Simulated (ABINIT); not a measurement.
Input of an ABINIT 10.8.3 (patched build) run:

The input run.abi:

```
# Datasets: one volume each
ndtset 7
getwfk -1
scalecart1 3*0.9795861087
scalecart2 3*0.9864848297
scalecart3 3*0.9932883884
scalecart4 3*1.0000000000
scalecart5 3*1.0066227096
scalecart6 3*1.0131594038
scalecart7 3*1.0196128224

# Pseudopotentials
pp_dirpath "./"
pseudos "Sn.GGA_PBE-JTH.xml, Se.GGA_PBE-JTH.xml"

# Structure
acell 7.2017462609 7.2017462609 11.5953595007
rprim
     1.0000000000     0.0000000000     0.0000000000
    -0.5000000000     0.8660254038     0.0000000000
     0.0000000000     0.0000000000     1.0000000000
ntypat 2
znucl 50 34
natom 3
typat 1 2 2
xred
     0.0000000000     0.0000000000     0.0000000000
     0.6666666667     0.3333333333     0.7510000000
     0.3333333333     0.6666666667     0.2490000000

# Plane-wave basis
ecut 272.113862 eV
pawecutdg 20.0

# k points
kptopt 1
ngkpt 8 8 5
nshiftk 1
shiftk 0.0 0.0 0.0

# Exchange and correlation
ixc 11

# Bands and occupations
nband 17
occopt 3
tsmear 0.05 eV

# SCF cycle
nstep 100
tolvrs 1.0e-9

# Output
iomode 3
prtwf 1
prtden 0
prteig 0
prtebands 0
enunit 1
```

Potentials or basis: JTH PAW PBE v2.0.

Run with:

```sh
$ abinit run.abi > log 2>&1
```

Problem. Predict the bulk modulus at fixed shape and positions.

Solution. 13.5 GPa (rough).

Problem. What does it give for the equilibrium volume?

Solution. 29.03 Å³/atom (rough: see the caveat).

Energy against volume, from the lowest point:
```tsv
volume (Å³/atom)	energy (meV/atom)
24.182	111.09
24.697	78.91
25.212	49.59
25.726	33.65
26.241	15.67
26.755	8.65
27.270	0.00
```

Caveat: the cutoff is too short for stress, so the log's stress isn't used; pressures at fixed basis lie under the slope of the energies; the fit is doubtful: noisy points or a state that changes with volume; the minimum lies outside the volumes run; the cell was scaled at fixed shape and fractional positions, which overstates the stiffness of a crystal with free parameters, most of all of layers and chains; this functional lacks dispersion, which binds the layers, so the pressure and a relaxed spacing across them are unreliable.
